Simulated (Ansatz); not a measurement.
**BN (P1): band structure from a Python script**

Does BN (P1) have a gap, and where are its band edges? The task is a band structure, for BN (P1).

Computed with Ansatz 0.2.0, driven from Python. Level of theory: DFT PBEsol, plane waves, PAW.

### 1 Starting point

It takes space group P1 (No. 1, triclinic). Conventional cell: a = 2.508 Å, b = 2.508 Å, c = 3.274 Å, α = 101.11°, β = 101.11°, γ = 119.81°. Around B (site symmetry 1) lie 3 N at 1.40 to 1.52 Å. N (site symmetry 1) has 3 B at 1.40 to 1.52 Å as nearest neighbours.

The script holds or builds the structure itself.

### 2 Script

Input file run_bands.py:

```python
# -*- coding: utf-8 -*-
from collections import Counter
import warnings

import ansatz as az
import numpy as np
from pymatgen.core import Lattice, Structure
from pymatgen.io.ase import AseAtomsAdaptor


def main():
    warnings.simplefilter("ignore", az.DeckWarning)

    pmg_structure = Structure(
        Lattice([(2.50804092, 0.0, 0.0), (-1.24671076, 2.17623104, 0.0), (-0.63066508, -1.08811552, 3.02254)]),
        ["B", "N"],
        [
            (0.979643, 0.983499, 0.001806),
            (0.668506, 0.332385, 0.984999),
        ],
    )
    crystal = az.Crystal.from_ase(AseAtomsAdaptor.get_atoms(pmg_structure))

    path = [
        ("Y", (0.5, -0.5, 0.0)),
        ("G", (0.0, 0.0, 0.0)),
        ("Z", (0.5, 0.0, 0.0)),
    ]
    base = (
        crystal.calculation()
        .kpoints(8, 8, 6)
        .functional("pbesol")
        .occupations(az.OccupationsMethod.FIXED)
        .pseudopotentials("paw")
        .band_structure([point for _, point in path], intervals=6)
        .scf(extra_bands=6)
    )
    done = base.run(threads=1)
    rep = done.report

    print(f"free energy      {rep['free_energy_ev']:.5f} eV")
    print(f"per atom         {rep['free_energy_ev'] / len(done.lattice.sites):.5f} eV")
    print(f"SCF iterations   {rep['n_iterations']}  (converged: {rep['converged']})")

    told = Counter((n["data"]["severity"], n["data"]["kind"]) for n in done.notices if n["event"] == "notice")
    for (severity, kind), count in sorted(told.items()):
        print(f"{severity:8s} {kind} x{count}")

    used = rep["setup"]
    print("cutoffs (eV):", used["ecut_ev"], used["ecutrho_ev"], " FFT grid:", used["fft_dense"])
    print("cell volume {:.3f} A^3, {} symmetry operations".format(used["cell_volume_ang3"], used["n_sym_ops"]))

    bands = done.band_structure()
    fermi = bands.fermi_energy_ev
    print(f"zero of the bands: {fermi:.3f} eV, the Fermi level found on the SCF mesh")
    for spin, channel in enumerate(bands.channels):
        print("channel", spin, "- computed levels within 4 eV of the Fermi level")
        for i, (label, _) in enumerate(path):
            levels = channel.eigenvalues_ev[i * 6] - fermi
            print(f"  {label:3s}", " ".join(f"{e:7.3f}" for e in levels if abs(e) < 4))


if __name__ == "__main__":
    main()
```

### 3 What the engine is handed

The package turns the script's settings into the engine's input:

```yaml
crystal:
  lattice:
    - [2.50804092, 0.0, 0.0]
    - [-1.24671076, 2.17623104, 0.0]
    - [-0.63066508, -1.08811552, 3.02254]
  atoms:
    - { symbol: B, position: [0.979643, 0.9834990000000001, 0.001806] }
    - { symbol: "N", position: [0.668506, 0.33238500000000004, 0.984999] }
kpoints:
  mp_grid:
    grid: [8, 8, 6]
  band_path:
    path:
      - [0.5, -0.5, 0.0]
      - [0.0, 0.0, 0.0]
      - [0.5, 0.0, 0.0]
    npoints: 6
hamiltonian:
  xc: pbesol
  pseudopotentials:
    kind: paw
scf:
  n_extra_bands: 6
  occupations:
    method: fixed
```

### 4 Launch

Launch:

```sh
$ python run_bands.py
```

Q: Predict the main results. Wanted: free energy; gap on the path; valence top / conduction bottom.

**Answer**, as computed:

| quantity | value |
| --- | --- |
| free energy | -533.6314 eV (-266.8157 eV/atom) |
| gap on the path | 4.95 eV, indirect |
| valence top / conduction bottom | at Y / at Z |

What this shows: The path gives a gap of 4.95 eV, indirect (valence top at Y, conduction bottom at Z); points off the path could narrow it. Semilocal functionals usually give gaps below the measured ones. Caveats:
- This cell is a computed structure, which may not be the phase found in nature.
- Levels are Kohn-Sham eigenvalues on this mesh.
